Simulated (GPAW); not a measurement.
A run of GPAW 26.7.0:

Contents of run.py:

```python
import numpy as np
import spglib
from ase import Atoms
from ase.io import read
from ase.units import Bohr, Ha
from gpaw import GPAW, PW
from gpaw.hybrids.energy import non_self_consistent_energy
from gpaw.xc.rpa import RPACorrelation

atoms = read('GaAs.cif')
cell, positions, numbers = spglib.find_primitive(
    (atoms.cell[:], atoms.get_scaled_positions(), atoms.numbers), symprec=1e-4)
atoms = Atoms(numbers, cell=cell, scaled_positions=positions, pbc=True)

for x in [1.0]:
    ecuts = np.array([128.0, 160.0, 200])
    a = atoms.copy()
    a.set_cell(atoms.cell * x**(1 / 3), scale_atoms=True)
    calc = GPAW(mode=PW(400),
                xc='PBE',
                kpts={'size': (4, 4, 4), 'gamma': True},
                occupations={'name': 'fermi-dirac', 'width': 0.001},
                nbands=11,
                convergence={'density': 1e-06},
                maxiter=150,
                txt=f'gs-{x:.2f}.txt')
    a.calc = calc
    dft = a.get_potential_energy(force_consistent=True)
    calc.write(f'gs-{x:.2f}.gpw')
    exx = non_self_consistent_energy(calc, 'EXX').sum()
    calc.diagonalize_full_hamiltonian(nbands=int(a.get_volume() / Bohr**3 * (ecuts[-1] / Ha)**1.5 * 2**0.5 / 3 / np.pi**2) + 30)
    calc.write(f'full-{x:.2f}.gpw', mode='all')
    ec = RPACorrelation(f'full-{x:.2f}.gpw', ecut=ecuts, nfrequencies=16, skip_gamma=False, txt=f'rpa-{x:.2f}.txt').calculate()
    slope, ec_inf = np.polyfit(ecuts**-1.5, ec, 1)
    print(f'V = {a.get_volume():.4f} A^3: DFT {dft:.5f}, EXX {exx:.5f}, correlation', *ec.round(5), f'extrapolated {ec_inf:.5f}, total {exx + ec_inf:.5f} eV', flush=True)
```

GaAs.cif

```cif
data_GaAs
_cell_length_a 5.65370000
_cell_length_b 5.65370000
_cell_length_c 5.65370000
_cell_angle_alpha 90.00000000
_cell_angle_beta 90.00000000
_cell_angle_gamma 90.00000000
_space_group_name_H-M_alt 'F-43m'
_space_group_name_Hall 'F -4 2 3'
_space_group_IT_number 216
loop_
_space_group_symop_operation_xyz
'x,y,z'
'y,-x,-z'
'-x,-y,z'
'-y,x,-z'
'x,-y,-z'
'y,x,z'
'-x,y,-z'
'-y,-x,z'
'z,x,y'
'-z,y,-x'
'z,-x,-y'
'-z,-y,x'
'-z,x,-y'
'z,y,x'
'-z,-x,y'
'z,-y,-x'
'y,z,x'
'-x,-z,y'
'-y,z,-x'
'x,-z,-y'
'-y,-z,x'
'x,z,y'
'y,-z,-x'
'-x,z,-y'
'x,y+1/2,z+1/2'
'y,-x+1/2,-z+1/2'
'-x,-y+1/2,z+1/2'
'-y,x+1/2,-z+1/2'
'x,-y+1/2,-z+1/2'
'y,x+1/2,z+1/2'
'-x,y+1/2,-z+1/2'
'-y,-x+1/2,z+1/2'
'z,x+1/2,y+1/2'
'-z,y+1/2,-x+1/2'
'z,-x+1/2,-y+1/2'
'-z,-y+1/2,x+1/2'
'-z,x+1/2,-y+1/2'
'z,y+1/2,x+1/2'
'-z,-x+1/2,y+1/2'
'z,-y+1/2,-x+1/2'
'y,z+1/2,x+1/2'
'-x,-z+1/2,y+1/2'
'-y,z+1/2,-x+1/2'
'x,-z+1/2,-y+1/2'
'-y,-z+1/2,x+1/2'
'x,z+1/2,y+1/2'
'y,-z+1/2,-x+1/2'
'-x,z+1/2,-y+1/2'
'x+1/2,y,z+1/2'
'y+1/2,-x,-z+1/2'
'-x+1/2,-y,z+1/2'
'-y+1/2,x,-z+1/2'
'x+1/2,-y,-z+1/2'
'y+1/2,x,z+1/2'
'-x+1/2,y,-z+1/2'
'-y+1/2,-x,z+1/2'
'z+1/2,x,y+1/2'
'-z+1/2,y,-x+1/2'
'z+1/2,-x,-y+1/2'
'-z+1/2,-y,x+1/2'
'-z+1/2,x,-y+1/2'
'z+1/2,y,x+1/2'
'-z+1/2,-x,y+1/2'
'z+1/2,-y,-x+1/2'
'y+1/2,z,x+1/2'
'-x+1/2,-z,y+1/2'
'-y+1/2,z,-x+1/2'
'x+1/2,-z,-y+1/2'
'-y+1/2,-z,x+1/2'
'x+1/2,z,y+1/2'
'y+1/2,-z,-x+1/2'
'-x+1/2,z,-y+1/2'
'x+1/2,y+1/2,z'
'y+1/2,-x+1/2,-z'
'-x+1/2,-y+1/2,z'
'-y+1/2,x+1/2,-z'
'x+1/2,-y+1/2,-z'
'y+1/2,x+1/2,z'
'-x+1/2,y+1/2,-z'
'-y+1/2,-x+1/2,z'
'z+1/2,x+1/2,y'
'-z+1/2,y+1/2,-x'
'z+1/2,-x+1/2,-y'
'-z+1/2,-y+1/2,x'
'-z+1/2,x+1/2,-y'
'z+1/2,y+1/2,x'
'-z+1/2,-x+1/2,y'
'z+1/2,-y+1/2,-x'
'y+1/2,z+1/2,x'
'-x+1/2,-z+1/2,y'
'-y+1/2,z+1/2,-x'
'x+1/2,-z+1/2,-y'
'-y+1/2,-z+1/2,x'
'x+1/2,z+1/2,y'
'y+1/2,-z+1/2,-x'
'-x+1/2,z+1/2,-y'
loop_
_atom_site_label
_atom_site_type_symbol
_atom_site_symmetry_multiplicity
_atom_site_Wyckoff_symbol
_atom_site_fract_x
_atom_site_fract_y
_atom_site_fract_z
_atom_site_occupancy
As1 As 4 c 0.2500000000 0.2500000000 0.2500000000 1
Ga1 Ga 4 a 0.0000000000 0.0000000000 0.0000000000 1
```

Potentials or basis: GPAW PAW data sets (gpaw-data 1.2.1), pw.

The run is started by

```bash
$ OMP_NUM_THREADS=1 python run.py
```

Hardware: 1 thread of Arm Neoverse V1 (shared host).

Q: Estimate the wall time of this run.

A: It took 100 s on 1 thread of Arm Neoverse V1, with other jobs on the host, peak memory 0.32 GiB. Counts: scf iterations 11.
